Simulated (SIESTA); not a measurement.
Crystal: SiO2.

```
Si O
1.0
     0.00000    4.71626    7.36278
     2.35958    0.00000    7.36278
     2.35958    4.71626    0.00000
Si O
4 8
Direct
  0.93677 0.93677 0.56323
  0.68677 0.68677 0.31323
  0.31323 0.31323 0.68677
  0.56323 0.56323 0.93677
  0.06344 0.43656 0.06344
  0.43656 0.06344 0.43656
  0.81344 0.18656 0.81344
  0.18656 0.81344 0.18656
  0.12500 0.62500 0.62500
  0.62500 0.62500 0.62500
  0.62500 0.62500 0.12500
  0.62500 0.12500 0.62500
```

The cell comes from a database or a generator and needn't be the stable form of this composition.

Base run:

```yaml
Program: SIESTA 5.4.2
Functional: PBEsol
Potentials_or_basis: PseudoDojo 0.4 standard (PBEsol files)
Basis: DZP (energy shift 0.003 Ry)
Grid_cutoff: 800 Ry
Energy_shift: 0.003 Ry
k_mesh: 7 × 7 × 7
Occupations: fermi-dirac, width 0.05 eV
Spin: no spin polarisation
```

Its results: band gap on the k mesh 5.86 eV, direct; pressure 4.5 GPa; largest force 0.620 eV/Å.

Problem. The run is repeated on the same cell with these changes: functional from PBEsol to LDA; potentials or basis from PseudoDojo 0.4 standard (PBEsol files) to PseudoDojo 0.4 standard (LDA files). What comes out?

Solution. Band gap on the k mesh 5.78 eV, direct; pressure -0.4 GPa; largest force 0.253 eV/Å.

Caveats: the basis of atomic orbitals isn't converged, which shifts pressures, moduli and gaps.
